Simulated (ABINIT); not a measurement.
Pt in ABINIT: convergence with nband

Input of the first run (nband 6); the others differ in this setting and in those tied to it:

The input run.abi:

```
# Pseudopotentials
pp_dirpath "./"
pseudos "Pt.hgh"

# Structure
acell 3*1.0 Angstrom
rprim
    -1.5179230000     1.6125670000     1.5726580000
     1.5843750000    -1.5912150000     1.6177570000
     1.5235780000     1.5968700000    -1.5513060000
ntypat 1
znucl 78
natom 1
typat 1
xred
    -0.0123120000    -0.0088610000    -0.0124860000
chkprim 0
chksymtnons 0
tolsym 1.0e-6

# Plane-wave basis
ecut 22.0

# k points
kptopt 1
ngkpt 12 12 12
nshiftk 1
shiftk 0.0 0.0 0.0

# Exchange and correlation
ixc 11

# Bands and occupations
nband 6
occopt 6
tsmear 0.00367493

# SCF cycle
nstep 100
tolvrs 1.0e-10

# Output
iomode 3
prtwf 0
prtden 0
prteig 0
prtebands 0
enunit 1
```

Potentials or basis: HGH LDA.

Launch:

```bash
$ abinit run.abi > log 2>&1
```

The cell isn't the ideal one: cell strained at random at fixed volume.

This isn't the form of Pt at room conditions, which is fcc.

Hardware: 1 thread of Arm Neoverse V2, with other jobs on the host.

| nband | energy less the tightest run (meV/atom) | SCF cycles | CPU time (s) | peak memory (GiB) |
| --- | --- | --- | --- | --- |
| 6 | 0.00 | 9 | 56 | 0.1 |
| 7 | 0.00 | 9 | 64 | 0.11 |
| 8 | 0.00 | 9 | 72 | 0.11 |
| 9 | 0.00 | 9 | 81 | 0.12 |
| 10 | 0.00 | 8 | 82 | 0.13 |
| 13 | 0.00 | 8 | 110 | 0.15 |
| 19 | 0.00 | 8 | 160 | 0.19 |

Against the tightest run, the energy stays within 1 meV/atom from 6 on. The tightest run that finished is the yardstick and may itself not be fully converged.

Caveat, for the tightest run too: HGH potentials are hard and often keep d shells in the core, so these values are rough. The run has no spin-orbit coupling, so splittings on Pt are missing.
